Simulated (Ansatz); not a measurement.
# Al9H: the cost of one run

Computed with Ansatz 0.2.0 (DFT PBE, scalar-relativistic, plane waves, PAW, unless a step's input says otherwise).

25 further runs of the same task are left out: 25 set aside as unsound or not needed. Runs told in other sessions of the task aren't counted.

**1. The system as given**

The structure is hexagonal, space group P6_3/mmc (No. 194). The conventional cell has a = 2.854 Å, b = 2.854 Å, c = 9.381 Å, α = 90.00°, β = 90.00°, γ = 120.00°. Around Al (site symmetry -3m) lie 12 Al at 2.85 to 2.87 Å. Al (site symmetry -6m2) has 12 Al at 2.85 to 2.87 Å in its first shell of neighbours.

Coordinates:

```cif
data_structure
_symmetry_space_group_name_H-M 'P6_3/mmc'
_symmetry_Int_Tables_number 194
_cell_length_a 2.8535
_cell_length_b 2.8535
_cell_length_c 9.3815
_cell_angle_alpha 90.000
_cell_angle_beta 90.000
_cell_angle_gamma 120.000
_cell_volume 66.16
loop_
_atom_site_label
_atom_site_type_symbol
_atom_site_symmetry_multiplicity
_atom_site_Wyckoff_symbol
_atom_site_fract_x
_atom_site_fract_y
_atom_site_fract_z
_atom_site_occupancy
Al1 Al 2 a 0.00000 0.00000 0.00000 1
Al2 Al 2 c 0.33333 0.66667 0.25000 1
```

It goes back to an entry of the Materials Project, which need not be the stable form.

This cell was relaxed beforehand with the same method: volume 16.54 Å³/atom, gap on the mesh none (metal).

**3. Setting up the map**

Atoms count from 1 in the order of the input.

H2 lies flat over one site of a rigid substrate while its bond length and height are varied.

First coordinate, distance H19-H20: 8 values from 0.650 to 2.650 Å. Second coordinate, height of the H2 axis above the plane of Al17: 9 values from 0.45 to 3.60 Å.

Nothing else is relaxed. Points are written as (first, second).

(The set-up runs are not shown.)

**4. Grid point (2.235 Å, 0.45 Å)**

input.yaml

```yaml
crystal:
  lattice:
    - [5.7070863109, 0.0, 0.0]
    - [-1.4267715777, 9.7014842373, 0.0]
    - [0.0, 0.0, 22.7903703632]
  atoms:
    - { symbol: Al, position: [0.2662216041, 0.0648864163, 0.1755127247] }
    - { symbol: Al, position: [0.7662216041, 0.0648864163, 0.1755127247] }
    - { symbol: Al, position: [0.3354806058, 0.3419224231, 0.2192029853] }
    - { symbol: Al, position: [0.8354806058, 0.3419224231, 0.2192029853] }
    - { symbol: Al, position: [0.1493324061, 0.5973296244, 0.2279410374] }
    - { symbol: Al, position: [0.6493324061, 0.5973296244, 0.2279410374] }
    - { symbol: Al, position: [0.4631842064, 0.8527368258, 0.2366790895] }
    - { symbol: Al, position: [0.9631842064, 0.8527368258, 0.2366790895] }
    - { symbol: Al, position: [0.0319772084, 0.1277109167, 0.2808262503] }
    - { symbol: Al, position: [0.5319772084, 0.1277109167, 0.2808262503] }
    - { symbol: Al, position: [0.099791759, 0.4042231279, 0.3301071124] }
    - { symbol: Al, position: [0.599791759, 0.4042231279, 0.3301071124] }
    - { symbol: Al, position: [0.414400053, 0.6596656505, 0.3369822082] }
    - { symbol: Al, position: [0.914400053, 0.6596656505, 0.3369822082] }
    - { symbol: Al, position: [0.226307692, 0.9110819249, 0.3449259127] }
    - { symbol: Al, position: [0.726307692, 0.9110819249, 0.3449259127] }
    - { symbol: Al, position: [0.2962427236, 0.181407199, 0.3857054635] }
    - { symbol: Al, position: [0.7962427236, 0.181407199, 0.3857054635] }
    - { symbol: H, position: [0.2804984929, 0.9110819249, 0.405450645] }
    - { symbol: H, position: [0.6721168912, 0.9110819249, 0.405450645] }
basis:
  ecutwfc: 420
kpoints:
  mp_grid: { grid: [5, 3, 1] }
hamiltonian:
  xc: pbe
  pseudopotentials: { kind: paw, azcp: { folder: soft_1 } }
scf:
  occupations: { method: gaussian, width: 0.1 }
output:
  forces: true
  eigenvalues: true
efield:
  axis: 3
  dipole_correction: true
  ramp_width: 0.04
```

Launch:

```sh
$ ansatz run input.yaml --threads 1 --pin off --max-ram 3072MiB --backend cpu --events-out ev --progress --plain --runs-dir out
```

Q: Estimate wall time and peak memory on 1 thread of Intel Xeon 6975P-C (Granite Rapids), shared host.

About 32 s, with a peak of 1.1 GiB.
